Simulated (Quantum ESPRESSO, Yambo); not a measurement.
# Quasiparticle gap of NaCl (Fm-3m) in Yambo, part 2 of 2

How does a plane-wave GW calculation on NaCl (Fm-3m) run from the first input to the gap?

Quantum ESPRESSO 7.5 and Yambo 5.3.0; PBE and many-body steps on it, plane waves. Known limits of the many-body steps: not at the basis limit; coarse k mesh.

So far. Step 2 (Ground state): The gap is direct, at Γ. Step 3 (Bands along the symmetry lines): The gap is 5.150 eV, as in the run before at this level.

The database entry behind the starting cell differs from later determinations by our own check (an axis about 0.4 % short against later determinations), so it need not match the best structure at ambient conditions.

**4. Empty states on the mesh, 4×4×4 mesh, 108 bands**

Level of this step: DFT, PBE, plane waves, norm-conserving pseudopotentials (Quantum ESPRESSO).

The sums over transitions need many empty states on a uniform mesh; this step solves for them.

Input file pw.in:

```
&control
  calculation = 'nscf'
  prefix = 'x'
  outdir = 'o'
  pseudo_dir = 'pseudo'
/
&system
  ibrav = 0
  nat = 2
  ntyp = 2
  ecutwfc = 76.0
  nbnd = 108
  force_symmorphic = .true.
/
&electrons
  conv_thr = 1e-9
  electron_maxstep = 80
  diago_full_acc = .true.
  diago_thr_init = 5e-6
/
ATOMIC_SPECIES
  Na 22.99 Na.upf
  Cl 35.45 Cl.upf
CELL_PARAMETERS angstrom
  0.0000000000 2.8100000000 2.8100000000
  2.8100000000 0.0000000000 2.8100000000
  2.8100000000 2.8100000000 0.0000000000
ATOMIC_POSITIONS crystal
  Na 0.0000000000 0.0000000000 0.0000000000
  Cl 0.5000000000 0.5000000000 0.5000000000
K_POINTS automatic
  4 4 4 0 0 0
```

The run is started by

```bash
$ OMP_NUM_THREADS=1 mpirun -n 8 pw.x -nk 4 -in pw.in > pw.out
```

Output:

```text
[banner, memory and clock lines left out]
Program PWSCF v.7.5 starts

     Atomic positions and unit cell read from directory:
     o/x.save/

     Message from routine setup:
     using ibrav=0 with symmetry is DISCOURAGED, use correct ibrav instead

     bravais-lattice index     =            0
     lattice parameter (alat)  =       7.5097  a.u.
     unit-cell volume          =     299.4646 (a.u.)^3
     number of atoms/cell      =            2
     number of atomic types    =            2
     number of electrons       =        16.00
     number of Kohn-Sham states=          108
     kinetic-energy cutoff     =      76.0000  Ry
     charge density cutoff     =     304.0000  Ry
     Exchange-correlation= PBE
                           (   1   4   3   4   0   0   0)

     celldm(1)=   7.509658  celldm(2)=   0.000000  celldm(3)=   0.000000
     celldm(4)=   0.000000  celldm(5)=   0.000000  celldm(6)=   0.000000

     crystal axes: (cart. coord. in units of alat)
               a(1) = (   0.000000   0.707107   0.707107 )
               a(2) = (   0.707107   0.000000   0.707107 )
               a(3) = (   0.707107   0.707107   0.000000 )

     reciprocal axes: (cart. coord. in units 2 pi/alat)
               b(1) = ( -0.707107  0.707107  0.707107 )
               b(2) = (  0.707107 -0.707107  0.707107 )
               b(3) = (  0.707107  0.707107 -0.707107 )
     Pseudo is Norm-conserving, Zval =  9.0
     Generated using ONCVPSP code by D. R. Hamann
     Using radial grid of 1992 points,  4 beta functions with:
     Pseudo is Norm-conserving + core correction, Zval =  7.0
     Generated using ONCVPSP code by D. R. Hamann
     Using radial grid of 1028 points,  6 beta functions with:
     Na                9.00    22.99000     Na( 1.00)
     Cl                7.00    35.45000     Cl( 1.00)

     48 Sym. Ops., with inversion, found

   Cartesian axes

     site n.     atom                  positions (alat units)
         1        Na     tau(   1) = (   0.0000000   0.0000000   0.0000000  )
         2        Cl     tau(   2) = (   0.7071068   0.7071068   0.7071068  )

     number of k points=     8
                       cart. coord. in units 2pi/alat
        k(    1) = (   0.0000000   0.0000000   0.0000000), wk =   0.0312500
        k(    2) = (   0.1767767   0.1767767  -0.1767767), wk =   0.2500000
        k(    3) = (  -0.3535534  -0.3535534   0.3535534), wk =   0.1250000
[...]
k(    7) = (  -0.7071068   0.0000000   0.0000000), wk =   0.0937500
        k(    8) = (  -0.7071068   0.3535534   0.0000000), wk =   0.1875000

     Dense  grid:    26813 G-vectors     FFT dimensions: (  45,  45,  45)

     The potential is recalculated from file :
     o/x.save/charge-density

     Starting wfcs are    9 randomized atomic wfcs +   99 random wfcs

     Band Structure Calculation

     End of band structure calculation

          k = 0.0000 0.0000 0.0000 (  3383 PWs)   bands (ev):

   -47.7639 -19.6862 -19.6862 -19.6862 -11.5392   1.1413   1.1413   1.1413
     6.2911  12.2033  12.2033  12.2033  14.2947  14.2947  16.0863  18.3681
    18.3681  18.3681  25.1767  26.7630  26.7630  26.7630  28.7516  28.7516
[...]
91.5227  91.5227  92.8448  92.8448

          k = 0.1768 0.1768-0.1768 (  3362 PWs)   bands (ev):

[...]
94.9555  94.9555  96.5216  96.5216

          k =-0.3536-0.3536 0.3536 (  3354 PWs)   bands (ev):

[...]
84.2234  84.2234  85.1277  86.1551  86.2774  87.1790  87.5674  87.5674
    88.5499  88.5499  91.5029  92.9513  92.9513  94.3593  94.8003  94.8003
    95.9137  96.1711  96.1711  96.4395

          k = 0.3536 0.0000 0.0000 (  3359 PWs)   bands (ev):

     [... further k-points ...]

     highest occupied, lowest unoccupied level (ev):     1.1413    6.2911

     XML data file, pseudopotentials, collected wavefunctions
```

Elapsed: 4.5 s, on 8 MPI ranks of Arm Neoverse V1, shared host; peak memory 0.49 GiB; 35 s of CPU time.

This step gave:

```yaml
gap: 5.150 eV
k_of_the_valence_top: 0, 0, 0
k_of_the_conduction_bottom: 0, 0, 0
least_direct_gap: 5.150 eV
k_points_computed: 8
lowest_point_of_the_top_converged_band_above_the_valence_top: 91.7034 eV
```

On this mesh the gap is 5.150 eV.

**5. Conversion and set-up**

This step: Yambo 5.3.0; conversion and set-up on PBE, plane waves, norm-conserving pseudopotentials.

The states are converted to the many-body program's format and the q mesh is built.

The run is started by

```bash
$ (cd o/x.save; p2y > p2y.log; mv SAVE ../..); yambo > setup.log
```

Output:

```text
 Yambo, version 5.3.0

 [02] CORE Variables Setup
 =========================

  [02.01] Unit cells
  ==================

  Cell kind             :  FCC
  Atoms in the cell     :  Na  Cl
  number of Na atoms    :  1
  number of Cl atoms    :  1

  List of atomic masses
  Mass of Na    :  22.99000
  Mass of Cl    :  35.45000

  List of atomic coordinates    : [cc]
  Na1       :  0.000000  0.000000  0.000000  order 1
  Cl1       :  5.310130  5.310130  5.310130  order 2

  Alat factors          :  5.310130  5.310130  5.310130 [a.u.]
  Direct lattice volume :  299.4646 [a.u.]
  Direct lattice vectors:  A[ 1 ]  A[ 2 ]  A[ 3 ]
   A[ 1 ]:  0.000000  1.000000  1.000000  [iru]
   0.000000  5.310130  5.310130  [cc]
   A[ 2 ]:  1.000000  0.000000  1.000000  [iru]
   5.310130  0.000000  5.310130  [cc]
   A[ 3 ]:  1.000000  1.000000  0.000000  [iru]
   5.310130  5.310130  0.000000  [cc]

  Recip. lattice volume :  0.828312 [a.u.]
  Recip. lattice vectors:  B[ 1 ]  B[ 2 ]  B[ 3 ]
   B[ 1 ]: -0.500000  0.500000  0.500000  [iku]
  -0.591623  0.591623  0.591623  [cc]
   B[ 2 ]:  0.500000 -0.500000  0.500000  [iku]
   0.591623 -0.591623  0.591623  [cc]
   B[ 3 ]:  0.500000  0.500000 -0.500000  [iku]
   0.591623  0.591623 -0.591623  [cc]

  [02.02] Symmetries
  ==================

  Inversion symmetry    : yes
  Spatial inversion     : yes
  Inversion index       :  25
  K-space Time-reversal : no
  Magnetic symmetries   : no
  Group table correct   : yes
  Symmetries units      :  [cc]

   [S  1]:   1.0000      0.20663E-16  0.20663E-16  0.20663E-16   1.0000     -0.20663E-16 -0.20663E-16 -0.20663E-16   1.0000
   [S  2]:  -1.0000     -0.20663E-16  0.20663E-16 -0.20663E-16  -1.0000     -0.20663E-16  0.20663E-16  0.20663E-16   1.0000
   [S  3]:  -1.0000      0.20663E-16 -0.20663E-16 -0.20663E-16   1.0000      0.20663E-16  0.20663E-16 -0.20663E-16  -1.0000
[...]
[... 36 further rows ...]
   [S 47]:  0.20663E-16   1.0000     -0.20663E-16 -0.20663E-16  0.20663E-16  -1.0000       1.0000     -0.20663E-16  0.20663E-16
   [S 48]:  0.20663E-16  -1.0000      0.20663E-16 -0.20663E-16 -0.20663E-16   1.0000       1.0000      0.20663E-16 -0.20663E-16

  [02.03] Reciprocal space
  ========================

  nG shells         :  293
  nG charge         :  26813
  nG WFs            :   4067
  nC WFs            :   3383
  G-vecs. in first 29 shells:  [ Number ]
     1    9   15   27   51   59   65   89  113
    137   169   181   229   259   283   307   331   339
    387   411   459   531   537   561   609   645   701
    725   749
  ...
  Shell energy in first 29 shells:  [ mHa ]
    0.00000      525.026      700.034      1400.07      1925.09      2100.10      2800.14      3325.16      3500.17
    4200.21      4725.23      5600.28      6125.30      6300.31      7000.34      7525.37      7700.38      8400.41
[...]
BZ  K-points                                      :   64

  K/Q-points units:
  rlu = crystal or reduced units; cc = cartesian coordinates; iku = interal k-units

  K [1]          [rlu]:  0.000000  0.000000  0.000000
         WF components:   3383
  K [2]          [rlu]:  0.30764E-17  0.30764E-17  0.25000
         WF components:   3362
  K [3]          [rlu]: -0.61529E-17 -0.61529E-17 -0.50000
         WF components:   3354
  K [4]          [rlu]:  0.15802E-17  0.25000      0.25000
         WF components:   3359
  K [5]          [rlu]: -0.17826E-16  0.25000     -0.50000
         WF components:   3339
  [... 2 further k-points ...]
  K [8]          [rlu]:  0.250000 -0.500000 -0.250000
         WF components:   3316

  [02.05] Energies & Occupations
  ==============================

  [X] === General ===
  [X] Electronic Temperature                        :  0.000000  0.000000 [eV K]
  [X] Bosonic    Temperature                        :  0.000000  0.000000 [eV K]
  [X] Finite Temperature mode                       : no
  [X] El. density                                   :  0.36055E+24 [cm-3]
  [X] Fermi Level                                   :  1.141326 [eV]

  [X] === Gaps and Widths ===
  [X] Conduction Band Min                           :  5.149758 [eV]
  [X] Valence Band Max                              :  0.000000 [eV]
  [X] Filled Bands                                  :   8
  [X] Empty Bands                                   :    9  108
  [X] Direct Gap                                    :  5.149758 [eV]
  [X] Direct Gap localized at k                     :  1
  [X] Indirect Gap                                  :  5.149758 [eV]
  [X] Indirect Gap between kpts                     :  1  1
  [X] Last valence band width                       :  0.763888 [eV]
  [X] 1st conduction band width                     :  3.695208 [eV]

  E @ K [1]:  [eV]
   -48.905      -20.828      -20.828      -20.828      -12.681     -0.61577E-09 -0.34151E-09   0.0000
    5.14976  11.06198  11.06198  11.06198  13.15342  13.15342  14.94498  17.22677
  occ @ K [1]
   2.000000  2.000000  2.000000  2.000000  2.000000  2.000000  2.000000  2.000000
[...]
E @ K [2]:  [eV]
[...]
occ @ K [2]
[...]
E @ K [3]:  [eV]
[...]
occ @ K [3]
[...]
E @ K [4]:  [eV]
[...]
occ @ K [4]
[...]
E @ K [5]:  [eV]
[...]
occ @ K [5]
[...]
[... 2 further k-points ...]
  E @ K [8]:  [eV]
[...]
occ @ K [8]
   2.000000  2.000000  2.000000  2.000000  2.000000  2.000000  2.000000  2.000000
   0.000000  0.000000  0.000000  0.000000  0.000000  0.000000  0.000000  0.000000

 [03] Transferred momenta grid and indexing
 ==========================================

 IBZ Q-points                                      :   8
 BZ  Q-points                                      :   64

 K/Q-points units:
 rlu = crystal or reduced units; cc = cartesian coordinates; iku = interal k-units

 Q [1]          [rlu]:  0.000000  0.000000  0.000000
 Q [2]          [rlu]:  0.30764E-17  0.30764E-17  0.25000
 Q [3]          [rlu]: -0.61529E-17 -0.61529E-17 -0.50000
[...]
Q [7]          [rlu]: -0.31603E-17 -0.50000     -0.50000
 Q [8]          [rlu]:  0.250000 -0.500000 -0.250000

  [03.01] X indexes
  =================

   [03.01.01] Sigma indexes
   ========================

 [06] Game Over & Game summary
```

The job ended after 2.3 s (1 MPI rank; peak memory 0.24 GiB).

**6. Screening and self-energy, 4×4×4 mesh, 108 bands, screening to 163.3 eV**

G0W0 replaces the xc potential by the self-energy, built once from these orbitals. Only a window of levels is corrected, while the sums run over the empty bands that the input names.

This step: G0W0 on PBE, plane waves, norm-conserving pseudopotentials.

Input file gw1.in:

```
HF_and_locXC
gw0
dyson
ppa
em1d
rim_cut
RandQpts= 1000000
RandGvec= 1 RL
EXXRLvcs= 76 Ry
VXCRLvcs= 304 Ry
Chimod= "HARTREE"
% BndsRnXp
 1 | 108 |
%
NGsBlkXp= 12 Ry
% LongDrXp
 1 | 1 | 1 |
%
% GbndRnge
 1 | 108 |
%
DysSolver= "n"
ExtendOut
PPAPntXp= 27.21138 eV
% QPkrange
 1 | 1 | 7 | 10 |
%
```

The run is started by

```bash
$ OMP_NUM_THREADS=1 mpirun -n 8 yambo -F gw1.in -J gw1 -C gw1 > gw1.log
```

Output:

```text
 Yambo, version 5.3.0

 [02] CORE Variables Setup
 =========================

  [... cell, symmetries and grids as in the set-up ...]

  [02.05] Energies & Occupations
  ==============================

  [X] === General ===
  [X] Electronic Temperature                        :  0.000000  0.000000 [eV K]
  [X] Bosonic    Temperature                        :  0.000000  0.000000 [eV K]
  [X] Finite Temperature mode                       : no
  [X] El. density                                   :  0.36055E+24 [cm-3]
  [X] Fermi Level                                   :  1.141326 [eV]

  [X] === Gaps and Widths ===
  [X] Conduction Band Min                           :  5.149758 [eV]
  [X] Valence Band Max                              :  0.000000 [eV]
  [X] Filled Bands                                  :   8
  [X] Empty Bands                                   :    9  108
  [X] Direct Gap                                    :  5.149758 [eV]
  [X] Direct Gap localized at k                     :  1
  [X] Indirect Gap                                  :  5.149758 [eV]
  [X] Indirect Gap between kpts                     :  1  1
  [X] Last valence band width                       :  0.763888 [eV]
  [X] 1st conduction band width                     :  3.695208 [eV]

 [03] Transferred momenta grid and indexing
 ==========================================

 IBZ Q-points                                      :   8
 BZ  Q-points                                      :   64

 K/Q-points units:
 rlu = crystal or reduced units; cc = cartesian coordinates; iku = interal k-units

 Q [1]          [rlu]:  0.000000  0.000000  0.000000
 Q [2]          [rlu]:  0.30764E-17  0.30764E-17  0.25000
 Q [3]          [rlu]: -0.61529E-17 -0.61529E-17 -0.50000
 Q [4]          [rlu]:  0.15802E-17  0.25000      0.25000
 Q [5]          [rlu]: -0.19398E-16  0.25000      0.50000
 Q [6]          [rlu]: -0.61529E-17  0.25000     -0.25000
 Q [7]          [rlu]: -0.31603E-17 -0.50000     -0.50000
 Q [8]          [rlu]:  0.250000 -0.500000 -0.250000

 [04] Coloumb potential Random Integration (RIM)
 ===============================================

  [04.01] RIM initialization
  ==========================

  * Diagonal components only detected *

  8 x (sBL volume)        :  0.103539 [a.u.]
  sBZ random points       :  1000000
  Points outside the sBZ  :   7968281
  RL volume               :  0.828312 [a.u.]
  Integrated volume       :  0.831609 [a.u.]

  [04.02] RIM integrals
  =====================

  Gamma point sphere radius             :  0.085176 [a.u.]
  Points outside the sphere             :   800476
  [Int_sBZ(q=0) 1/q^2]*(Vol_sBZ)^(-1/3) =:  7.776341
                                 should be <:  7.795600

  Summary of Coulomb integrals for non-metallic bands |Q|[au] RIM/Bare

  Q [1] 0.100000E-4 0.997530 * Q [2] 0.256180 1.067779
  Q [4] 0.295811 1.067204 * Q [6] 0.418340 1.030488
  Q [5] 0.490547 1.022568 * Q [3] 0.512360 1.021209
  Q [7] 0.591623 1.017560 * Q [8] 0.661454 1.014308

 [05] Dipoles
 ============

  [05.01] Setup: observables and procedures
  =========================================

 [06] Dynamic Dielectric Matrix (PPA)
 ====================================

 [SLK-Inversion]  Pools        :  2
 [SLK-Inversion]  BLACS grid   :  2  2

 [WR./gw1//ndb.pp]---------------------------------------------------------------
  Brillouin Zone Q/K grids (IBZ/BZ)                :    8   64    8   64
  RL vectors                                       :   4111 [WF]
  Coulomb cutoff potential                         : none
  Electronic Temperature                           :  0.000000 [K]
  Bosonic    Temperature                           :  0.000000 [K]
  PPA    diel. fun.  energies                      : Perdew, Burke & Ernzerhof(X)+Perdew, Burke & Ernzerhof(C)
  wavefunctions                                    : Perdew, Burke & Ernzerhof(X)+Perdew, Burke & Ernzerhof(C)
  Global Gauge                                     : length
  X matrix size                                    :  229
  X band range                                     :    1  108
  X e/h energy range                               : -1.000000 -1.000000 [eV]
  X Time ordering                                  : R
  X Hxc Kernel                                     : HARTREE
  X Drude frequency                                :  0.000000  0.000000
  X poles                                          :  100.0000 [o/o]
  RL vectors in the sum                            :   4111
  [r,Vnl] included                                 : yes
  Field direction                                  :  0.577350E-5  0.577350E-5  0.577350E-5
  BZ energy Double Grid                            : no
  BZ energy DbGd points                            : 0
  BZ Q point size factor                           : -1.000000
  X Optical Averaged directions                    : none

 [07] Local Exchange-Correlation + Non-Local Fock
 ================================================

 [VXC] Plane waves :  26813
 [EXS] Plane waves :   3479

 QP @ state[ 1 ] K range:  1  1
 QP @ state[ 1 ] b range:   7  10

 [xc] Functional : Perdew, Burke & Ernzerhof(X)+Perdew, Burke & Ernzerhof(C)
 [xc] LIBXC used to calculate xc functional
  PP Number of Atomic Species                      :  2
  NLCC RL compoments                               :  26813
  PP Number of Atomic Species                      :  2
  NLCC RL compoments                               :  26813

 [xc] E_xc :  -9.855421 [Ha]
      E_xc :  -19.71084 [Ry]

  Local XC kind (lXC) : Perdew, Burke & Ernzerhof(X)+Perdew, Burke & Ernzerhof(C)
  Non-Local XC kind (nlXC) : Hartree-Fock

  Corrections @ K [1] :  [eV]
 <7|nlXC|7> = -18.89293 -0.16180E-16 <7|lXC|7> = -14.49345  0.32452E-20
 <8|nlXC|8> = -18.89287  0.14458E-16 <8|lXC|8> = -14.49345 -0.14939E-20
 <9|nlXC|9> = -4.202673  0.40302E-18 <9|lXC|9> = -8.177511  0.77773E-19
 <10|nlXC|10> = -3.619628 -0.66373E-18 <10|lXC|10> = -8.376304 -0.33513E-23

 [08] Dyson equation: Newton solver
 ==================================

  [08.01] G0W0 (W PPA)
  ====================

  [  GW  ] Bands range     :    1  108
  [GW/PPA] G damping       :  0.100000 [eV]

  QP @ state[ 1 ] K range:  1  1
  QP @ state[ 1 ] b range:   7  10

   Sc/G bands                                       :    1  108
   Sc/G damping                                     :  0.100000 ev
   Sc bands terminator                              : no
   Sx RL components                                 :   3479

   QP @ state[ 1 ] K range                          :  1  1
   QP @ state[ 1 ] b range                          :   7  10
   GF energies kind                                 : Perdew, Burke & Ernzerhof(X)+Perdew, Burke & Ernzerhof(C)
   GF WF`s kind                                     : Perdew, Burke & Ernzerhof(X)+Perdew, Burke & Ernzerhof(C)
   Xs energies kind                                 : Perdew, Burke & Ernzerhof(X)+Perdew, Burke & Ernzerhof(C)
   Xs WF`s kind                                     : Perdew, Burke & Ernzerhof(X)+Perdew, Burke & Ernzerhof(C)

 [11] Game Over & Game summary
```

Run time: 27 s. Hardware: 8 MPI ranks; peak memory 3 GiB.

This step gave:

| Item | Value |
| --- | --- |
| G0W0 gap on the points computed | 8.046 eV |
| starting gap on the mesh | 5.150 eV |
| k of the valence top | 0, 0, 0 |
| k of the conduction bottom | 0, 0, 0 |
| least direct G0W0 gap on the computed points | 8.046 eV |
| Z at the valence top | 0.8157 |
| Z at the conduction bottom | 0.8679 |

The gap on the mesh goes from 5.15 eV to 8.05 eV, a correction of +2.90 eV.

Limits: finite bands, cutoff and mesh; coarse k mesh. v1 is the top filled band, c1 the lowest empty one. Levels before and after the correction, in eV, zero at the valence-band top of each column:

|  | conduction bottom | valence top |
| --- | --- | --- |
| Kohn-Sham | 5.15 | 0.00 |
| G0W0 | 8.05 | 0.00 |

|  | level | energy (eV) |
| --- | --- | --- |
| Kohn-Sham | Γ v2-v1 | 0.000 |
| Kohn-Sham | Γ c1 | 5.150 |
| Kohn-Sham | Γ c2 | 11.062 |
| G0W0 | Γ v2-v1 | 0.000 |
| G0W0 | Γ c1 | 8.046 |
| G0W0 | Γ c2 | 14.446 |

**7. Where the time went**

Times are wall times on the hardware named with each run, good to a factor of about two.

| step | time | share | memory (GiB) |
| --- | --- | --- | --- |
| ground state | 3 s | 8 % | 0.46 |
| bands along the symmetry lines | 3.1 s | 8 % | 0.44 |
| empty states on the mesh | 4.5 s | 11 % | 0.49 |
| conversion and set-up | 2.3 s | 6 % | 0.24 |
| screening and self-energy | 27 s | 67 % | 3.0 |

**8. Outcome**

```yaml
pbe_gap: 5.15 eV, direct
g0w0_gap_on_the_mesh: 8.05 eV
gw_settings: 4×4×4 mesh, 108 bands, screening to 163.3 eV, Godby-Needs plasmon pole
known_limits: not at the basis limit; coarse k mesh
```

In words: G0W0 moves the gap on the mesh from 5.15 eV to 8.05 eV (+2.90 eV), with Z of 0.82 and 0.87 at the edges. Only 1 of the mesh's irreducible points was corrected, so a valley elsewhere could overtake. The dearest step here is «screening and self-energy». Bands and cutoff are finite, so the gap is not at the basis limit. The miss can reach some tenths of an eV and take either sign; the mesh is an error of its own. In the G0W0 run levels were corrected at 1 k point alone, so a gap called «on the mesh» is the least over those, and an edge elsewhere would be missed. The 4×4×4 mesh is coarse for this cell, which bears on the long-range parts of exchange and screening.

[Paths, hosts, dates, memory and timing lines, banners, echoed tables and standing remarks are left out of the program output.]

[Logs are printed without paths, hosts, clocks, repeated set-up lines and the standing remarks that a program may print on its own settings, such as how far it seeks lower states.]

[Runs of the session that timed out or met a known fault of the program may be left out.]

[Hosts, paths, dates, database ids (printed as entryN), source tags and the programs' standing remarks are cut or masked in the printed files.]
